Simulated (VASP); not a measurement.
# MnO (P6_3mc) in VASP: notebook

Runs on MnO. Level: PBEsol. Tasks: single point.

All numbers are computed with VASP 6.6.1; they aren't measurements. Logs are shortened: lines on timing, memory, paths and dates and some standing lists are left out, and cuts for length are marked.

**1. The crystal as given**

The structure is hexagonal, space group P6_3mc (No. 186). The conventional cell has a = 3.372 Å, b = 3.372 Å, c = 5.386 Å, α = 90.00°, β = 90.00°, γ = 120.00°. Mn (site symmetry 3m) is surrounded by 4 O at 1.96 to 2.08 Å. O (site symmetry 3m) has 4 Mn at 1.96 to 2.08 Å as nearest neighbours.

Measurements of this composition are mostly on another form, of space group No. 225.

**2. Single point, PBEsol, collinear spin, ferromagnetic start**

The input, INCAR:

```
SYSTEM = MnO
PREC = Accurate ; ENCUT = 700
EDIFF = 1E-6 ; ISMEAR = 0
SIGMA = 0.05 ; LREAL = .FALSE.
LASPH = .TRUE. ; NELM = 100
ALGO = Normal ; ISIF = 2
LWAVE = .FALSE. ; LCHARG = .FALSE.
ISPIN = 2 ; MAGMOM = 4 4 0 0
LORBIT = 11 ; LMAXMIX = 4
GGA = PS ; NBANDS = 31
ADDGRID = .FALSE.
```

The input, KPOINTS:

```
Automatic mesh
0
G
  7 7 4
  0 0 0
```

The input, POSCAR:

```
MnO
1.0
    3.3717000000      0.0000000000      0.0000000000
   -1.6858500000      2.9199778539      0.0000000000
    0.0000000000      0.0000000000      5.3855000000
Mn O
2 2
Direct
    0.6666666667      0.3333333333      0.5109600000
    0.3333333333      0.6666666667      0.0109600000
    0.6666666667      0.3333333333      0.8754700000
    0.3333333333      0.6666666667      0.3754700000
```

Potentials or basis: VASP PAW PBE potentials, release 64 (Mn_pv, O).

Run with:

```console
> cat potpaw_PBE.64/Mn_pv/POTCAR potpaw_PBE.64/O/POTCAR > POTCAR
> mpirun -np 1 vasp_std > vasp.out
```

OUTCAR:

```text
SYSTEM = MnO
   PREC = Accurate
   ENCUT = 700
   EDIFF = 1E-6
   ISMEAR = 0
   LREAL = .FALSE.
   LASPH = .TRUE.
   NELM = 100
   ISIF = 2
   ISPIN = 2
   LORBIT = 11
   GGA = PS

 Found     24 irreducible k-points:

 Following reciprocal coordinates:
            Coordinates               Weight
  0.000000  0.000000  0.000000      1.000000
  0.142857 -0.000000  0.000000      6.000000
  0.285714 -0.000000  0.000000      6.000000
  0.428571  0.000000  0.000000      6.000000
  0.142857  0.142857  0.000000      6.000000
  0.285714  0.142857  0.000000     12.000000
   k-points           NKPTS =     24   k-points in BZ     NKDIM =     24   number of bands    NBANDS=     31
   number of dos      NEDOS =    301   number of ions     NIONS =      4
   total plane-waves  NPLWV =  43200
   dimension x,y,z NGX =    30 NGY =   30 NGZ =   48
   dimension x,y,z NGXF=    60 NGYF=   60 NGZF=   96
   ions per type =               2   2
   NGX,Y,Z   is equivalent  to a cutoff of  14.79, 14.79, 14.82 a.u.
   NGXF,Y,Z  is equivalent  to a cutoff of  29.58, 29.58, 29.63 a.u.
 SYSTEM =  MnO
   PREC   = accura    normal or accurate (medium, high low for compatibility)
   ISTART =      0    job   : 0-new  1-cont  2-samecut
   ICHARG =      2    charge: 1-file 2-atom 10-const
   ISPIN  =      2    spin polarized calculation?
   LNONCOLLINEAR =      F non collinear calculations
   LSORBIT =      F    spin-orbit coupling
   LASPH  =      T    aspherical Exc in radial PAW
   ENCUT  =  700.0 eV  51.45 Ry    7.17 a.u.   7.27  7.27 11.62*2*pi/ulx,y,z
   NELM   =    100;   NELMIN=  2; NELMDL= -5     # of ELM steps
   EDIFF  = 0.1E-05   stopping-criterion for ELM
   LREAL  =      F    real-space projection
   EDIFFG = 0.1E-04   stopping-criterion for IOM
   NSW    =      0    number of steps for IOM
   IBRION =     -1    ionic relax: 0-MD 1-quasi-New 2-CG
   NFREE  =      0    steps in history (QN), initial steepest desc. (CG)
   ISIF   =      2    stress and relaxation
   ISYM   =      2    0-nonsym 1-usesym 2-fastsym
   POTIM  = 0.5000    time-step for ionic-motion
   TEBEG  =    0.0;   TEEND  =   0.0 temperature during run
   PSTRESS=    0.0 pullay stress
   NELECT =      38.0000    total number of electrons
   NUPDOWN=      -1.0000    fix difference up-down
   EMIN   =  10.00;   EMAX   =-10.00  energy-range for DOS
   EFERMI =   0.00;   METHOD = LEGACY
   ISMEAR =     0;   SIGMA  =   0.05  broadening in eV -4-tet -1-fermi 0-gaus
   EFERMI_NEDOS =   21; number of points for ismear=-14 and -15
   IALGO  =     38    algorithm
   IMIX   =      4    mixing-type and parameters
     AMIX     =   0.40;   BMIX     =  1.00
     AMIX_MAG =   1.60;   BMIX_MAG =  1.00
  volume/ion in A,a.u.               =      13.26        89.45
  Fermi-wavevector in a.u.,A,eV,Ry     =   1.465046  2.768535 29.202988  2.146359
  Thomas-Fermi vector in A             =   2.580949
   LORBIT       =     11    0 simple, 1 ext, 2 COOP (PROOUT), +10 PAW based schemes
   GGA     = PS    functional components
   LHFCALC =     F    Hartree Fock is set to
   AEXX    =    0.0000 exact exchange contribution
   IVDW    =     0    specifies the selected vdW correction
   LEPSILON=     F    determine dielectric tensor
   LRPA    =     F    only Hartree local field effects (RPA)
 spin polarized calculation
 Gauss-broadening in eV      SIGMA  =   0.05
  energy-cutoff  :      700.00
  volume of cell :       53.02
 maximum number of plane-waves:      2261
 NGX is ok and might be reduce to    30
   NGX = 15   NGY = 15   NGZ = 23

 number of electron      37.9999989 magnetization      10.0433713

 number of electron      37.9999989 magnetization       9.9879645

 Free energy of the ion-electron system (eV)
  ---------------------------------------------------
  ext. energy  EPLUGINS =         0.00000000
  ---------------------------------------------------
  free energy    TOTEN  =       -34.27182263 eV

  energy without entropy =      -34.27148730  energy(sigma->0) =      -34.27165497

 E-fermi :   5.7356     XC(G=0): -10.8243

 val. band max:        5.6566725529   @ k =   0.1429  -0.0000   0.0000
 cond. band min:       5.7502602582   @ k =   0.0000   0.0000   0.0000
 fundamental gap:      0.0935877053
 Fermi energy:         5.7356085051

 spin component 1

 k-point     1 :       0.0000    0.0000    0.0000
  band No.  band energies     occupation
      1     -44.7160      1.00000
      2     -44.7159      1.00000
      3     -44.7159      1.00000
      4     -44.7098      1.00000
      5     -44.7098      1.00000
      6     -44.6779      1.00000
[... 23 lines left out ...]
     30      17.7977      0.00000
     31      18.1901      0.00000

 k-point     2 :       0.1429   -0.0000    0.0000
  band No.  band energies     occupation
      1     -44.7205      1.00000
      2     -44.7172      1.00000
      3     -44.7144      1.00000
      4     -44.7133      1.00000
      5     -44.7106      1.00000
      6     -44.6791      1.00000
[... 23 lines left out ...]
     30      17.0239      0.00000
     31      18.5331      0.00000

 k-point     3 :       0.2857   -0.0000    0.0000
  band No.  band energies     occupation
      1     -44.7300      1.00000
      2     -44.7245      1.00000
      3     -44.7201      1.00000
      4     -44.7125      1.00000
      5     -44.7077      1.00000
      6     -44.6824      1.00000
[... 23 lines left out ...]
     30      16.2001      0.00000
     31      16.9618      0.00000

 k-point     4 :       0.4286    0.0000    0.0000
  band No.  band energies     occupation
      1     -44.7375      1.00000
      2     -44.7326      1.00000
      3     -44.7224      1.00000
      4     -44.7140      1.00000
      5     -44.7015      1.00000
      6     -44.6868      1.00000
[... 23 lines left out ...]
     30      15.1987      0.00000
     31      17.0285      0.00000

 k-point     5 :       0.1429    0.1429    0.0000
  band No.  band energies     occupation
      1     -44.7263      1.00000
      2     -44.7229      1.00000
      3     -44.7183      1.00000
      4     -44.7128      1.00000
      5     -44.7094      1.00000
      6     -44.6813      1.00000
[... 23 lines left out ...]
     30      17.0257      0.00000
     31      17.2980      0.00000

 k-point     6 :       0.2857    0.1429    0.0000
  band No.  band energies     occupation
      1     -44.7336      1.00000
      2     -44.7301      1.00000
      3     -44.7229      1.00000
      4     -44.7157      1.00000
      5     -44.7032      1.00000
      6     -44.6855      1.00000
[... 23 lines left out ...]
     30      15.4559      0.00000
     31      16.4350      0.00000

 [... further k-points ...]

 spin component 2

 k-point     1 :       0.0000    0.0000    0.0000
  band No.  band energies     occupation
      1     -40.0743      1.00000
      2     -40.0447      1.00000
      3     -40.0447      1.00000
      4     -40.0368      1.00000
      5     -40.0368      1.00000
      6     -40.0232      1.00000
[... 23 lines left out ...]
     30      18.9035      0.00000
     31      19.7405      0.00000

 k-point     2 :       0.1429   -0.0000    0.0000
  band No.  band energies     occupation
      1     -40.0717      1.00000
      2     -40.0498      1.00000
      3     -40.0464      1.00000
      4     -40.0428      1.00000
      5     -40.0378      1.00000
      6     -40.0247      1.00000
[... 23 lines left out ...]
     30      18.5435      0.00000
     31      20.3092      0.00000

 k-point     3 :       0.2857   -0.0000    0.0000
  band No.  band energies     occupation
      1     -40.0680      1.00000
      2     -40.0589      1.00000
      3     -40.0561      1.00000
      4     -40.0502      1.00000
      5     -40.0402      1.00000
      6     -40.0291      1.00000
[... 23 lines left out ...]
     30      18.0738      0.00000
     31      18.4802      0.00000

 k-point     4 :       0.4286    0.0000    0.0000
  band No.  band energies     occupation
      1     -40.0744      1.00000
      2     -40.0673      1.00000
      3     -40.0538      1.00000
      4     -40.0531      1.00000
      5     -40.0421      1.00000
      6     -40.0348      1.00000
[... 23 lines left out ...]
     30      16.9469      0.00000
     31      18.6646      0.00000

 k-point     5 :       0.1429    0.1429    0.0000
  band No.  band energies     occupation
      1     -40.0680      1.00000
      2     -40.0560      1.00000
      3     -40.0541      1.00000
      4     -40.0480      1.00000
      5     -40.0406      1.00000
      6     -40.0277      1.00000
[... 23 lines left out ...]
     30      18.9639      0.00000
     31      19.1963      0.00000

 k-point     6 :       0.2857    0.1429    0.0000
  band No.  band energies     occupation
      1     -40.0698      1.00000
      2     -40.0641      1.00000
      3     -40.0556      1.00000
      4     -40.0536      1.00000
      5     -40.0443      1.00000
      6     -40.0331      1.00000
[... 23 lines left out ...]
     30      17.3514      0.00000
     31      18.3090      0.00000

 [... further k-points ...]

------------------------ aborting loop because EDIFF is reached ----------------------------------------

  FORCE on cell =-STRESS in cart. coord.  units (eV):
  Direction    XX          YY          ZZ          XY          YZ          ZX
  --------------------------------------------------------------------------------------
  -------------------------------------------------------------------------------------
  Total       -0.4904327     -0.4904327      1.9833813      0.0000000      0.0000000      0.0000000
  in kB      -14.8195657    -14.8195657     59.9324859      0.0000000      0.0000000      0.0000000
  external PRESSURE =      10.0977848 kB  Pullay stress =       0.0000000 kB

 VOLUME and BASIS-vectors are now :
 -----------------------------------------------------------------------------
  energy-cutoff  :      700.00
  volume of cell :       53.02
      direct lattice vectors                 reciprocal lattice vectors
     3.371700000  0.000000000  0.000000000     0.296586292  0.171234175  0.000000000
    -1.685850000  2.919977854  0.000000000     0.000000000  0.342468351  0.000000000
     0.000000000  0.000000000  5.385500000     0.000000000  0.000000000  0.185683781

 POSITION                                       TOTAL-FORCE (eV/Angst)
 -----------------------------------------------------------------------------------
      1.68585      0.97333      2.75178         0.000000      0.000000     -0.595333
     -0.00000      1.94665      0.05903        -0.000000      0.000000     -0.595333
      1.68585      0.97333      4.71484         0.000000      0.000000      0.595333
     -0.00000      1.94665      2.02209        -0.000000      0.000000      0.595333
 -----------------------------------------------------------------------------------
    total drift:                               -0.000000      0.000000     -0.000197

  FREE ENERGIE OF THE ION-ELECTRON SYSTEM (eV)
  ---------------------------------------------------
  free  energy   TOTEN  =       -34.2718226303 eV

  energy  without entropy=      -34.2714873042  energy(sigma->0) =      -34.27165497

 total charge

# of ion       s       p       d       tot
------------------------------------------
    1        0.245   6.235   4.952  11.431
    2        0.245   6.235   4.952  11.431
    3        1.547   3.444   0.000   4.991
    4        1.547   3.444   0.000   4.991
--------------------------------------------------
tot          3.583  19.359   9.903  32.845

 magnetization (x)

# of ion       s       p       d       tot
------------------------------------------
    1        0.037   0.063   4.300   4.401
    2        0.037   0.063   4.300   4.401
    3        0.019   0.181   0.000   0.200
    4        0.019   0.181   0.000   0.200
--------------------------------------------------
tot          0.113   0.488   8.601   9.202
```

Wall time 63 s (1 thread of AMD EPYC 9R45 (Zen 5), shared host); peak memory 0.25 GiB.

The run converged, but some of its settings lie outside the range that counts as converged, so its numbers aren't taken as properties of the crystal.

Results:

| Item | Value |
| --- | --- |
| Free energy | -34.2718 eV |
| Pressure | 1.0 GPa |
| Largest force | 0.595 eV/Å |
| Band gap on the k mesh | none (metal or under the smearing width) |
| Net moment | 9.99 μB per cell |
| Site moments | Mn +4.40; O +0.20 μB |
| Valence electrons inside the program's atomic spheres | Mn 11.43; O 4.99 |

Caveat: the PAW data sets were made with another functional, which shifts forces and pressure a little; semilocal functionals often make such compounds metallic where correlation or magnetic order opens a gap, which also shifts bond lengths; only a ferromagnetic start was run, and an antiferromagnetic order may lie lower in energy.

**3. Single point, PBEsol, collinear spin, ferromagnetic start**

Changes to INCAR since step 2:

```diff
@@ -1,3 +1,3 @@
 SYSTEM = MnO
-PREC = Accurate ; ENCUT = 700
+PREC = Accurate ; ENCUT = 550
 EDIFF = 1E-6 ; ISMEAR = 0
```

The input, KPOINTS:

```
Automatic mesh
0
G
  8 8 5
  0 0 0
```

POSCAR is that of step 2.

Potentials or basis: VASP PAW PBE potentials, release 64 (Mn_pv, O).

Run with:

```console
> cat potpaw_PBE.64/Mn_pv/POTCAR potpaw_PBE.64/O/POTCAR > POTCAR
> mpirun -np 1 vasp_std > vasp.out
```

It took 61 s on 1 thread of AMD EPYC 9R45 (Zen 5), shared host; peak memory 0.21 GiB.

The run converged, but some of its settings lie outside the range that counts as converged, so its numbers aren't taken as properties of the crystal.

What came out:

- Free energy: -34.2636 eV
- Pressure: 1.2 GPa
- Largest force: 0.603 eV/Å
- Band gap on the k mesh: none (metal or under the smearing width)
- Net moment: 9.99 μB per cell
- Site moments: Mn +4.40; O +0.20 μB
- Valence electrons inside the program's atomic spheres: Mn 11.43; O 4.99

Caveat: the PAW data sets were made with another functional, which shifts forces and pressure a little; semilocal functionals often make such compounds metallic where correlation or magnetic order opens a gap, which also shifts bond lengths; only a ferromagnetic start was run, and an antiferromagnetic order may lie lower in energy.

(Continued in part 2 of 2.)
